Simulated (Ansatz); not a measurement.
# SiO2: the cost of one run

All numbers below are computed with Ansatz 0.2.0 (DFT PBE, scalar-relativistic, plane waves, PAW).

### 1 The starting structure

The cell holds 18 atoms (O12Si6): a = 6.350 Å, b = 6.482 Å, c = 6.335 Å, α = 94.73°, β = 87.08°, γ = 93.08°.

It is the last frame of an earlier stage of the same melt, run at 300 K.

Its coordinates follow in the input file.

### 2 Relaxation without symmetry, coarse mesh

A cheap relaxation: coarse mesh, no symmetry, loose thresholds.

The input, input.yaml:

```yaml
crystal:
  lattice:
    - [6.345479, -0.169315, 0.158282]
    - [-0.169315, 6.474183, -0.262224]
    - [0.158282, -0.262224, 6.328008]
  atoms:
    - { symbol: Si, position: [0.3723193908, 0.5890276079, 0.9931530019] }
    - { symbol: Si, position: [0.0711643504, 0.2146020903, 0.8893744247] }
    - { symbol: Si, position: [0.2445316983, 0.9582431409, 0.3002621738] }
    - { symbol: Si, position: [0.6384952562, 0.2802065979, 0.1644835687] }
    - { symbol: Si, position: [0.8515400809, 0.1642770372, 0.5109011332] }
    - { symbol: Si, position: [0.4329677658, 0.9025415881, 0.694434766] }
    - { symbol: O, position: [0.2428560297, 0.7804319717, 0.1006742352] }
    - { symbol: O, position: [0.7380491771, 0.3497031899, 0.3964344143] }
    - { symbol: O, position: [0.3167796256, 0.8261168357, 0.4849216725] }
    - { symbol: O, position: [0.4352251047, 0.1055200542, 0.1918403363] }
    - { symbol: O, position: [0.8432257785, 0.169066106, 0.0181188048] }
    - { symbol: O, position: [0.2068984633, 0.3932764739, 0.0094995057] }
    - { symbol: O, position: [0.0075555807, 0.0400856465, 0.3512150817] }
    - { symbol: O, position: [0.6637167849, 0.0137214035, 0.6306195532] }
    - { symbol: O, position: [0.5784367098, 0.5060359517, 0.1034235287] }
    - { symbol: O, position: [0.2349041268, 0.0346136518, 0.8220848912] }
    - { symbol: O, position: [0.4899514702, 0.6771585218, 0.7729289631] }
    - { symbol: O, position: [0.9855579203, 0.3099961976, 0.6793103399] }
  symmetry: { detect: false }
basis:
  ecutwfc: 420
kpoints:
  mp_grid: { grid: [1, 1, 1], shift: [0.25, 0.25, 0.25] }
hamiltonian:
  xc: pbe
scf:
  occupations: { method: gaussian, width: 0.1 }
  lower_state_search: "off"
output:
  forces: true
  stress: true
  eigenvalues: true
relax:
  adjacent_minimum: "off"
  f_tol: 0.04
  max_steps: 70
  cell: { stress_tol: 0.3 }
```

Started as:

```sh
ansatz run input.yaml --threads 2 --pin off --max-ram 5120MiB --backend cpu --events-out ev --progress --plain --runs-dir out
```

Q: Estimate wall time and peak memory on 2 threads of Intel Xeon at 2.50GHz (Skylake/Cascade Lake), shared host.

About 53 s, with a peak of 0.45 GiB.
